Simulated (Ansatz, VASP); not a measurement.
One calculation of SnSe2, two programs

Contents of INCAR:

```
SYSTEM = SnSe2
ALGO = Normal ; EDIFF = 1E-6
ENCUT = 520 ; GGA = PE
ISIF = 2 ; ISMEAR = -1
LASPH = .True. ; LCHARG = .False.
LREAL = .False. ; LWAVE = .False.
NBANDS = 20 ; NELM = 100
PREC = Accurate ; SIGMA = 0.02
```

File KPOINTS:

```
k-points
0
Gamma
  6 6 6
  0 0 0
```

The input POSCAR:

```
SnSe2
1.0
    0.0000000000      3.4068553671      3.4068553671
    3.4068553671      0.0000000000      3.4068553671
    3.4068553671      3.4068553671      0.0000000000
Sn Se
1 2
Direct
    0.0000000000      0.0000000000      0.0000000000
    0.2500000000      0.2500000000      0.2500000000
    0.7500000000      0.7500000000      0.7500000000
```

Input for Ansatz:

```yaml
crystal:
  lattice:
    - [0.0, 3.4068553671, 3.4068553671]
    - [3.4068553671, 0.0, 3.4068553671]
    - [3.4068553671, 3.4068553671, 0.0]
  atoms:
    - { symbol: Sn, position: [0.0, 0.0, 0.0] }
    - { symbol: Se, position: [0.25, 0.25, 0.25] }
    - { symbol: Se, position: [0.75, 0.75, 0.75] }
kpoints:
  mp_grid: { grid: [6, 6, 6] }
  band_path:
    path:
      - [[0.0, 0.0, 0.0], [0.5, 3.365152270525e-35, 0.5], [0.625, 0.25, 0.625]]
      - [[0.375, 0.375, 0.75], [0.0, 0.0, 0.0], [0.5, 0.5, 0.5], [0.5, 0.25, 0.75], [0.5, 3.365152270525e-35, 0.5]]
    npoints: 10
hamiltonian:
  xc: pbe
scf:
  occupations: { method: fermi_dirac, width: 0.02 }
  n_extra_bands: 4
output:
  forces: true
  stress: true
  eigenvalues: true
```

The cell was built by a generator and needn't be a form met in nature.

Alike in both runs: task single point; functional PBE; k mesh 6 × 6 × 6; occupations fermi-dirac, width 0.02 eV; no spin polarisation.

|  | VASP | Ansatz |
| --- | --- | --- |
| version | VASP 6.6.1 | Ansatz 0.2.0 |
| potentials or method | VASP PAW PBE potentials, release 64 (Sn_d, Se) | plane waves, PAW |
| plane-wave cutoff (eV) | 520 | 420 |
| valence electrons in the cell | 26 | 46 |

```tsv
	VASP	Ansatz	Ansatz less VASP
pressure (GPa)	1.6	1.6	-0.02
```

The two sets of potentials don't hold the same shells in valence.
